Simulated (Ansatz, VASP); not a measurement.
# SiC: VASP beside Ansatz

```
CELL_PARAMETERS angstrom
0.00000 2.15838 2.15838
2.15838 0.00000 2.15838
2.15838 2.15838 0.00000
ATOMIC_POSITIONS crystal
Si 0.00000 0.00000 0.00000
C 0.75000 0.75000 0.75000
```

Alike in both runs: functional LDA; k mesh 10 × 10 × 10; no spin polarisation.

Ansatz relaxed the structure, and its values are those at the end. VASP's run is a single point on that final structure, the one shown.

|  | VASP | Ansatz |
| --- | --- | --- |
| version | VASP 6.6.1 | Ansatz 0.2.0 |
| potentials or method | VASP PAW LDA potentials, release 64 (Si, C) | PAW with Ansatz's default frozen-core files, scalar-relativistic |
| plane-wave cutoff (eV) | 520 | 420 |
| occupations | gaussian, width 0.01 eV | fixed |
| valence electrons in the cell | 8 | 8 |

```csv
,VASP,Ansatz,Ansatz less VASP
gap on the k mesh at the Fermi level (eV),1.28,1.29,+0.013
pressure (GPa),2.4,2.0,-0.42
```

A k mesh can miss the band edges.
